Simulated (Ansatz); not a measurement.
# Levels of theory for KI (zincblende)

All numbers come from Ansatz. All values are calculated for a non-magnetic cell, which may be hypothetical.

Structure: KI in the zincblende structure, at its r2SCAN minimum. It is cubic, F-43m (No. 216); conventional cell a = 7.932 Å, 62.38 Å³ an atom. K is surrounded by 4 I at 3.43 Å; I is surrounded by 4 K at 3.43 Å.

```xyz
2
Lattice="0.0000 3.9659 3.9659 3.9659 0.0000 3.9659 3.9659 3.9659 0.0000" Properties=species:S:1:pos:R:3 pbc="T T T"
K     0.0000    0.0000    0.0000
I     1.9829    1.9829    1.9829
```

Relaxed lattice by functional, symmetry kept:

| functional | k mesh | a (Å) | volume (Å³/atom) |
| --- | --- | --- | --- |
| PBE | 6×6×6 | 7.995 | 63.87 |
| r2SCAN | 6×6×6 | 7.932 | 62.38 |
| PBEsol | 6×6×6 | 7.839 | 60.22 |
| LDA | 6×6×6 | 7.636 | 55.66 |
| HSE06 | 4×4×4 | 7.962 | 63.10 |

Gaps on the r2SCAN cell, each the least over its mesh and the special points:
```tsv
level	k mesh	gap (eV)	kind	edges	least direct gap (eV)	rough cost
LDA	6×6×6	3.64	indirect	K–Γ (0.61) → Γ	3.65	5 core-seconds
PBE	6×6×6	3.93	indirect	K–Γ (0.60) → Γ	3.93	10 core-seconds
PBE+SOC	6×6×6	3.65	direct	Γ	3.65	26 core-seconds
r2SCAN	6×6×6	4.47	indirect	K–Γ (0.61) → Γ	4.48	12 core-seconds
HSE06	4×4×4	4.88	indirect	K–Γ (0.61) → Γ	4.88	110 core-seconds
HSE06+SOC	4×4×4	4.57	direct	Γ	4.57	19 core-minutes
DDH-PBE0	4×4×4	6.97	indirect	K–Γ (0.61) → Γ	6.97	2.5 core-minutes
PBE0	4×4×4	5.59	indirect	K–Γ (0.61) → Γ	5.60	110 core-seconds
r2SCAN0	4×4×4	5.85	indirect	K–Γ (0.61) → Γ	5.85	2.5 core-minutes
G0W0@PBE (372 empty bands, 120 eV, 4×4×4)	4×4×4	6.36	–	Γ (mesh)	–	7 core-minutes
```
PBE: smearing of 0.02 eV; the others have fixed occupations.
Wave cutoffs: 420 eV, 500 eV (r2SCAN, r2SCAN0).
Points off the special ones are mesh points or PBE's searched band edges, reused at the other levels. Set aside, since their points miss a band edge that the other levels read or their mesh is too coarse: LC-ωPBE.
The G0W0 gap is PBE's gap over the path plus the quasiparticle shift read on the mesh. G0W0 values are finite-basis, finite-mesh values.
Costs come from shared machines and give only the order; PBE's includes the band path. The runs had 2 threads of Arm Neoverse V1, on a shared host.

HSE06 gives an indirect gap of 4.880 eV, from K–Γ (0.61 of the way from K) to Γ; the least direct gap is 4.882 eV at Γ. Least and direct gap differ so little that the kind isn't settled. Spin-orbit coupling changes the PBE gap by -0.28 eV, to 3.65 eV; at Γ the threefold valence level splits into a fourfold and a twofold level 0.93 eV apart, the fourfold one on top. Spin-orbit coupling changes the HSE06 gap by -0.31 eV, to 4.57 eV; at Γ the threefold valence level splits into a fourfold and a twofold level 0.99 eV apart, the fourfold one on top.

Taking G0W0@PBE (372 empty bands, 120 eV, 4×4×4), 6.36 eV, as the yardstick (a computed one, not at the basis limit), r2SCAN0 comes nearest, -0.51 eV off, at about 13 times r2SCAN's cost; G0W0 itself took about 40 times r2SCAN's cost. The others: DDH-PBE0 +0.61, PBE0 -0.77, HSE06 -1.48, r2SCAN -1.89, PBE -2.43, LDA -2.72 eV. The yardstick's own error is a tenth of an eV or more. r2SCAN covers 57 % of the step from PBE to HSE06, while HSE06 needs about 9 times r2SCAN's cost (on a coarser mesh). For gaps to 0.1 eV, spin-orbit coupling (up to 0.31 eV here) has to be included. Direct and least gap lie within 0.04 eV at some levels, so the kind of gap isn't settled.

r2SCAN (ground state on 6×6×6): The electronic dielectric tensor ε∞ is 2.14 in all directions. Born charges, averaged over directions: K +1.02, I -1.02 e. PBE (ground state on 6×6×6): The clamped-ion dielectric constant comes out as 2.21 in all directions. Born charges, averaged over directions: K +1.03, I -1.03 e.

On the PBEsol cell (a = 7.839 Å), with PBEsol: The optical mode at Γ lies at 104 cm⁻¹ without the longitudinal term. With the long-range field the highest mode reaches 131 cm⁻¹. The clamped-ion dielectric constant comes out as 2.25 in all directions. With the ions relaxed, ε⁰ is 3.6 in all directions. Born charges, averaged over directions: K +1.03, I -1.03 e.

Only the levels marked +SOC include spin-orbit coupling.

The meshes of the hybrids are coarse, so their gaps aren't converged to the digits shown.
